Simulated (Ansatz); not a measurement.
# Carbon, diamond under LDA: from relaxation to bulk modulus, part 3 of 3

What does LDA give for carbon in the diamond structure? We relax it, solve it on a dense k-mesh, switch on spin-orbit coupling, then scale the cell to 7 volumes from 88 to 112 % of the relaxed one and try a fit of the equation of state. The k-meshes are 8×8×8 for the relaxation; 14×14×14 for the dense run; 11×11×11 for spin-orbit coupling; 13×13×13 for the volumes. It starts from a deposited cell (COD).

Ansatz 0.2.0; DFT, LDA (PW92), plane waves (420 eV) with PAW, scalar-relativistic. The steps go on from the part before.

## (13) Outcome

The summary covers parts 1 to 3.

```
                                     quantity                               value
               space group (spins left aside)                     Fd-3m (No. 227)
                            conventional cell                         a = 3.532 Å
                                       volume                       5.507 Å³/atom
                            shortest distance                             1.529 Å
                  against the measured volume              -2.9 % (5.672 Å³/atom)
                              gap on the mesh                             4.17 eV
                         relative to graphite                         -9 meV/atom
                highest ELF outside the cores  0.94, 0.68 Å from the nearest atom
gap with spin-orbit coupling, on another mesh                             4.17 eV
                                  V₀, B₀, B₀′         5.507 Å³/atom, 467 GPa, 3.6
```

**Reading.** Against experiment, LDA misses the volume by -2.9 %. LDA binds too strongly as a rule, and cells come out small. Part of the miss is zero-point motion and any thermal expansion in the deposited cell. Against the reference form of carbon (graphite, computed apart with the same settings) it stands 9 meV/atom lower, so this level prefers it, against what is seen in nature. The mesh shows a gap of 4.17 eV. A gap read on the mesh alone is an upper bound to the gap of this level of theory. The spin-orbit run (on a coarser mesh) has the same gap. The total energy of the spin-orbit run (on a coarser mesh) lies 0 meV/atom from the scalar one; mesh and treatment of the core enter this figure, so it is no spin-orbit energy. The fitted modulus is 467 GPa, among the stiffest elements. Relaxation kept the symmetry; phonons were not checked.

These are semilocal Kohn-Sham gaps, which aren't the measured quantity. Such gaps usually fall short of the measured ones.
